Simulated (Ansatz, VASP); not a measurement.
# AlFe3: VASP beside Ansatz, part 2 of 3

Wanted: the spread between two codes on one cell, functional and k mesh.

VASP 6.6.1 and Ansatz 0.2.0.

So far: The structure; Ansatz: relaxation of cell and atoms, r2SCAN with rVV10.

## (3) VASP: relaxation of cell and atoms, r2SCAN with rVV10

Level of this step: r2SCAN with rVV10, spin-polarised from a ferromagnetic start; plane waves and PAW (Al, Fe) (VASP).

The same cell, functional, mesh and smearing now go to VASP, with its own data sets and cutoff.

Lines of VASP's logs that name or quote its potential files are left out, and so is its time.

The input, INCAR:

```
SYSTEM = AlFe3
PREC = Accurate
ENCUT = 520
EDIFF = 1E-06
NELM = 100
ISMEAR = -1
SIGMA = 0.05
LREAL = .FALSE.
ALGO = Normal
METAGGA = R2SCAN
LUSE_VDW = .TRUE.
IVDW_NL = 2
BPARAM = 11.95
CPARAM = 0.0093
LASPH = .TRUE.
NBANDS = 21
ISPIN = 2
MAGMOM = 0 3 3 3
LMAXMIX = 4
LORBIT = 11
LWAVE = .FALSE.
LCHARG = .FALSE.
KPAR = 4
IBRION = 2
NSW = 60
ISIF = 3
EDIFFG = -0.01
```

The input, POSCAR:

```
AlFe3
1.0
    0.0000000000      2.8871421494      2.8871421494
    2.8871421494      0.0000000000      2.8871421494
    2.8871421494      2.8871421494      0.0000000000
Al Fe
1 3
Direct
    0.0000000000      0.0000000000      0.0000000000
    0.5000000000      0.5000000000      0.5000000000
    0.2500000000      0.2500000000      0.2500000000
    0.7500000000      0.7500000000      0.7500000000
```

The input, KPOINTS:

```
Automatic mesh
0
Gamma
6 6 6
0 0 0
```

PAW data sets: Al and Fe (PBE family, release 64).

Run with:

```sh
$ mpirun -np 4 vasp_std
```

The program printed:

```text
[banner, memory and clock lines left out]
running    4 mpi-ranks, on    1 nodes
 distrk:  each k-point on    1 cores,    4 groups
 distr:  one band on    1 cores,    1 groups

 POSCAR found type information on POSCAR AlFe
 POSCAR found :  2 types and       4 ions
|                                                                             |
|               ----> ADVICE to this user running VASP <----                  |
|                                                                             |
|     You have switched on vdW-DFT.                                           |
|     This routine was written and supplied by Jiri Klimes. We recommend      |
|     that you carefully read and cite the following publications:            |
|       J. Klimes, D.R. Bowler, A. Michelides                                 |
|          J. Phys.: Cond Matt. 22 022201 (2010)                              |
|       J. Klimes, D.R. Bowler, A. Michelides                                 |
|          Phys. Rev. B. 83, 195131 (2011)                                    |
|     and references therein.                                                 |
|                                                                             |

|                                                                             |
|               ----> ADVICE to this user running VASP <----                  |
|                                                                             |
|     You enforced a specific xc type in the INCAR file but a different       |
|     [... a line on the potential file left out ...]
|     I HOPE YOU KNOW WHAT YOU ARE DOING!                                     |
|                                                                             |

 LDA part: xc-table for (None), standard interpolation
 POSCAR, INCAR and KPOINTS ok, starting setup
 FFT: planning ... GRIDC
 FFT: planning ... GRID_SOFT
 FFT: planning ... GRID
 WAVECAR not read
 entering main loop
       N       E                     dE             d eps       ncg     rms          rms(c)
Total rVV10 correction in eV:      0.6829234    35.0709470
Total rVV10 correction in eV:      0.6829234    35.0709470
Total rVV10 correction in eV:      0.6829234    35.0709470
Total rVV10 correction in eV:      0.6829234    35.0709470
DAV:   1     0.157223081192E+03    0.15722E+03   -0.12082E+04  1352   0.158E+03
DAV:   2    -0.448460780935E+02   -0.20207E+03   -0.19172E+03  1349   0.325E+02
DAV:   3    -0.547052210434E+02   -0.98591E+01   -0.90623E+01  1500   0.970E+01
DAV:   4    -0.549418144696E+02   -0.23659E+00   -0.23570E+00  1640   0.138E+01
DAV:   5    -0.549498562733E+02   -0.80418E-02   -0.80393E-02  1704   0.221E+00    0.215E+01
Total rVV10 correction in eV:      0.6103331    35.0709482
Total rVV10 correction in eV:      0.6103331    35.0709482
Total rVV10 correction in eV:      0.6103331    35.0709482
Total rVV10 correction in eV:      0.6103331    35.0709482
DAV:   6    -0.511791894051E+02    0.37707E+01   -0.55263E+01  1628   0.116E+02    0.158E+01
Total rVV10 correction in eV:      0.6305750    35.0709487
Total rVV10 correction in eV:      0.6305750    35.0709487
Total rVV10 correction in eV:      0.6305750    35.0709487
Total rVV10 correction in eV:      0.6305750    35.0709487
DAV:   7    -0.500192342031E+02    0.11600E+01   -0.85612E+00  1696   0.591E+01    0.115E+01
Total rVV10 correction in eV:      0.6299779    35.0709486
Total rVV10 correction in eV:      0.6299779    35.0709486
Total rVV10 correction in eV:      0.6299779    35.0709486
Total rVV10 correction in eV:      0.6299779    35.0709486
DAV:   8    -0.498822625131E+02    0.13697E+00   -0.22637E+00  1681   0.425E+01    0.694E+00
Total rVV10 correction in eV:      0.6273744    35.0709485
Total rVV10 correction in eV:      0.6273744    35.0709485
Total rVV10 correction in eV:      0.6273744    35.0709485
Total rVV10 correction in eV:      0.6273744    35.0709485
DAV:   9    -0.498231854741E+02    0.59077E-01   -0.54192E-01  1677   0.179E+01    0.314E+00
Total rVV10 correction in eV:      0.6219533    35.0709485
Total rVV10 correction in eV:      0.6219533    35.0709485
Total rVV10 correction in eV:      0.6219533    35.0709485
Total rVV10 correction in eV:      0.6219533    35.0709485
DAV:  10    -0.497960523039E+02    0.27133E-01   -0.14917E-01  1897   0.787E+00    0.112E+00
Total rVV10 correction in eV:      0.6204171    35.0709485
Total rVV10 correction in eV:      0.6204171    35.0709485
Total rVV10 correction in eV:      0.6204171    35.0709485
Total rVV10 correction in eV:      0.6204171    35.0709485
DAV:  11    -0.497968380127E+02   -0.78571E-03   -0.15493E-02  1659   0.252E+00    0.462E-01
Total rVV10 correction in eV:      0.6197622    35.0709485
[...]
Total rVV10 correction in eV:      0.6199108    35.0709485
Total rVV10 correction in eV:      0.6199108    35.0709485
DAV:  13    -0.497975311604E+02   -0.91258E-04   -0.35037E-04  1652   0.299E-01    0.782E-02
Total rVV10 correction in eV:      0.6199268    35.0709485
Total rVV10 correction in eV:      0.6199268    35.0709485
Total rVV10 correction in eV:      0.6199268    35.0709485
Total rVV10 correction in eV:      0.6199268    35.0709485
DAV:  14    -0.497975421945E+02   -0.11034E-04   -0.28206E-05  1835   0.102E-01    0.258E-02
Total rVV10 correction in eV:      0.6199449    35.0709485
[...]
Total rVV10 correction in eV:      0.6132317    35.0709494
Total rVV10 correction in eV:      0.6132317    35.0709494
Total rVV10 correction in eV:      0.6132317    35.0709494
Total rVV10 correction in eV:      0.6132317    35.0709494
DAV:   5    -0.498007021752E+02    0.25127E-02   -0.87715E-03  1515   0.244E+00    0.231E-01
Total rVV10 correction in eV:      0.6133040    35.0709494
Total rVV10 correction in eV:      0.6133040    35.0709494
Total rVV10 correction in eV:      0.6133040    35.0709494
Total rVV10 correction in eV:      0.6133040    35.0709494
DAV:   6    -0.498005527420E+02    0.14943E-03   -0.16945E-03  1549   0.554E-01    0.169E-01
Total rVV10 correction in eV:      0.6133410    35.0709494
Total rVV10 correction in eV:      0.6133410    35.0709494
Total rVV10 correction in eV:      0.6133410    35.0709494
Total rVV10 correction in eV:      0.6133410    35.0709494
DAV:   7    -0.498004943517E+02    0.58390E-04   -0.32875E-04  1927   0.505E-01    0.638E-02
Total rVV10 correction in eV:      0.6133969    35.0709494
Total rVV10 correction in eV:      0.6133969    35.0709494
Total rVV10 correction in eV:      0.6133969    35.0709494
Total rVV10 correction in eV:      0.6133969    35.0709494
DAV:   8    -0.498005112231E+02   -0.16871E-04   -0.65344E-05  1949   0.986E-02    0.325E-02
Total rVV10 correction in eV:      0.6134450    35.0709494
Total rVV10 correction in eV:      0.6134450    35.0709494
Total rVV10 correction in eV:      0.6134450    35.0709494
Total rVV10 correction in eV:      0.6134450    35.0709494
DAV:   9    -0.498005090236E+02    0.21995E-05   -0.77214E-06  1440   0.427E-02    0.986E-03
Total rVV10 correction in eV:      0.6134574    35.0709494
Total rVV10 correction in eV:      0.6134574    35.0709494
Total rVV10 correction in eV:      0.6134574    35.0709494
Total rVV10 correction in eV:      0.6134574    35.0709494
DAV:  10    -0.498005087461E+02    0.27756E-06   -0.11000E-06   877   0.236E-02
Total rVV10 correction in eV:      0.6134607    35.0709494
Total rVV10 correction in eV:      0.6134607    35.0709494
Total rVV10 correction in eV:      0.6134607    35.0709494
Total rVV10 correction in eV:      0.6134607    35.0709494
Total rVV10 correction in eV:      0.6134587    35.0709494
Total rVV10 correction in eV:      0.6134587    35.0709494
Total rVV10 correction in eV:      0.6134587    35.0709494
Total rVV10 correction in eV:      0.6134587    35.0709494
   2 F= -.49800509E+02 E0= -.49785159E+02  d E =-.295772E-02  mag=     7.0272
 trial-energy change:   -0.002958  1 .order   -0.002507   -0.009597    0.004583
 step:   0.7156(harm=  0.6768)  dis= 0.00000  next Energy=   -49.801150 (dE=-0.360E-02)
 bond charge predicted
       N       E                     dE             d eps       ncg     rms          rms(c)
Total rVV10 correction in eV:      0.6141019    35.0709494
Total rVV10 correction in eV:      0.6141019    35.0709494
Total rVV10 correction in eV:      0.6141019    35.0709494
Total rVV10 correction in eV:      0.6141019    35.0709494
DAV:   1    -0.498080777240E+02   -0.75687E-02   -0.13104E-01  1382   0.571E+00    0.791E-01
Total rVV10 correction in eV:      0.6162664    35.0709493
Total rVV10 correction in eV:      0.6162664    35.0709493
Total rVV10 correction in eV:      0.6162664    35.0709493
Total rVV10 correction in eV:      0.6162664    35.0709493
DAV:   2    -0.498028274741E+02    0.52502E-02   -0.50782E-02  1536   0.377E+00    0.808E-01
Total rVV10 correction in eV:      0.6155467    35.0709492
Total rVV10 correction in eV:      0.6155467    35.0709492
Total rVV10 correction in eV:      0.6155467    35.0709492
Total rVV10 correction in eV:      0.6155467    35.0709492
DAV:   3    -0.498016112848E+02    0.12162E-02   -0.68578E-03  1590   0.189E+00    0.337E-01
Total rVV10 correction in eV:      0.6154599    35.0709493
Total rVV10 correction in eV:      0.6154599    35.0709493
Total rVV10 correction in eV:      0.6154599    35.0709493
Total rVV10 correction in eV:      0.6154599    35.0709493
DAV:   4    -0.498013999467E+02    0.21134E-03   -0.31379E-03  1575   0.159E+00    0.254E-01
Total rVV10 correction in eV:      0.6153837    35.0709493
Total rVV10 correction in eV:      0.6153837    35.0709493
Total rVV10 correction in eV:      0.6153837    35.0709493
Total rVV10 correction in eV:      0.6153837    35.0709493
DAV:   5    -0.498011616889E+02    0.23826E-03   -0.69875E-04  1502   0.712E-01    0.632E-02
Total rVV10 correction in eV:      0.6153668    35.0709493
Total rVV10 correction in eV:      0.6153668    35.0709493
Total rVV10 correction in eV:      0.6153668    35.0709493
Total rVV10 correction in eV:      0.6153668    35.0709493
DAV:   6    -0.498011350995E+02    0.26589E-04   -0.13164E-04  1592   0.157E-01    0.414E-02
Total rVV10 correction in eV:      0.6153637    35.0709493
Total rVV10 correction in eV:      0.6153637    35.0709493
Total rVV10 correction in eV:      0.6153637    35.0709493
Total rVV10 correction in eV:      0.6153637    35.0709493
DAV:   7    -0.498011335370E+02    0.15625E-05   -0.13816E-05  1845   0.946E-02    0.189E-02
Total rVV10 correction in eV:      0.6153487    35.0709493
Total rVV10 correction in eV:      0.6153487    35.0709493
Total rVV10 correction in eV:      0.6153487    35.0709493
Total rVV10 correction in eV:      0.6153487    35.0709493
DAV:   8    -0.498011368207E+02   -0.32837E-05   -0.35031E-06  1278   0.367E-02    0.114E-02
Total rVV10 correction in eV:      0.6153359    35.0709493
Total rVV10 correction in eV:      0.6153359    35.0709493
Total rVV10 correction in eV:      0.6153359    35.0709493
Total rVV10 correction in eV:      0.6153359    35.0709493
DAV:   9    -0.498011375727E+02   -0.75200E-06   -0.18992E-06   814   0.247E-02
Total rVV10 correction in eV:      0.6153219    35.0709493
Total rVV10 correction in eV:      0.6153219    35.0709493
Total rVV10 correction in eV:      0.6153219    35.0709493
Total rVV10 correction in eV:      0.6153219    35.0709493
Total rVV10 correction in eV:      0.6153304    35.0709493
Total rVV10 correction in eV:      0.6153304    35.0709493
Total rVV10 correction in eV:      0.6153304    35.0709493
Total rVV10 correction in eV:      0.6153304    35.0709493
   3 F= -.49801138E+02 E0= -.49785233E+02  d E =-.358654E-02  mag=     7.0700
 curvature:  -0.33 expect dE=-0.285E-08 dE for cont linesearch -0.285E-08
 trial: gam=-0.00094 g(F)=  0.288E-43 g(S)=  0.854E-08 ort = 0.905E-05 (trialstep = 0.943E+00)
 search vector abs. value=  0.100E-09
 reached required accuracy - stopping structural energy minimisation
```

(Part 2 of 3 ends here.)

[Lines on the potential files, build, host, timing and source positions are cut from VASP's logs without a mark.]

[Logs are printed without paths, hosts, clocks, repeated set-up lines and the standing remarks that a program may print on its own settings, such as how far it seeks lower states.]

[Hosts, paths, dates, database ids (printed as entryN), source tags and the programs' standing remarks are cut or masked in the printed files.]
